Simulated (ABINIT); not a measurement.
Here is an ABINIT 10.8.3 (patched build) calculation.

File run.abi:

```
ndtset 7
getwfk -1
scalecart1 3*0.9795861087
scalecart2 3*0.9864848297
scalecart3 3*0.9932883884
scalecart4 3*1.0000000000
scalecart5 3*1.0066227096
scalecart6 3*1.0131594038
scalecart7 3*1.0196128224

pp_dirpath "./"
pseudos "Rh.GGA_PBE-JTH.xml"

acell 5.0719591737 5.0719591737 5.0719591737
rprim
     0.0000000000     0.7071067812     0.7071067812
     0.7071067812     0.0000000000     0.7071067812
     0.7071067812     0.7071067812     0.0000000000
ntypat 1
znucl 45
natom 1
typat 1
xred
     0.0000000000     0.0000000000     0.0000000000

ecut 544.227725 eV
pawecutdg 40.0

kptopt 1
ngkpt 12 12 12
nshiftk 1
shiftk 0.0 0.0 0.0

ixc -106131
vdw_xc 7

nband 13
occopt 3
tsmear 0.05 eV

nstep 100
tolvrs 1.0e-9

iomode 3
prtwf 1
prtden 0
prteig 0
prtebands 0
```

Potentials or basis: JTH PAW PBE v2.0.

Launch:

```sh
$ abinit run.abi > log 2>&1
```

Task: Estimate the equilibrium volume.

Result: 13.84 Å³/atom.

Task: Estimate the bulk modulus.

Result: 271 GPa.

Energy against volume, from the lowest point:
| volume (Å³/atom) | energy (meV/atom) |
| --- | --- |
| 12.851 | 67.38 |
| 13.125 | 33.50 |
| 13.398 | 11.80 |
| 13.671 | 0.94 |
| 13.945 | 0.00 |
| 14.218 | 7.87 |
| 14.492 | 23.44 |

Caveat: pressures at fixed basis lie under the slope of the energies; the PAW data sets were made with another functional, which shifts forces and pressure a little.

**Measured values to compare with.**

“Thermal equation of state of rhodium characterized by XRD in a resistively heated diamond anvil cell”, 2024, pmc:11535440 quotes, for a bulk crystal of Rh: bulk modulus 264 ± 1 GPa.

A measured bulk modulus of Rh is 264 GPa (quoted in “Thermal equation of state of rhodium characterized by XRD in a resistively heated diamond anvil cell”, 2024, pmc:11535440); the calculated 271 GPa misses it by +2.8 %. The fit is for a static lattice scaled at fixed shape and fixed fractional positions.
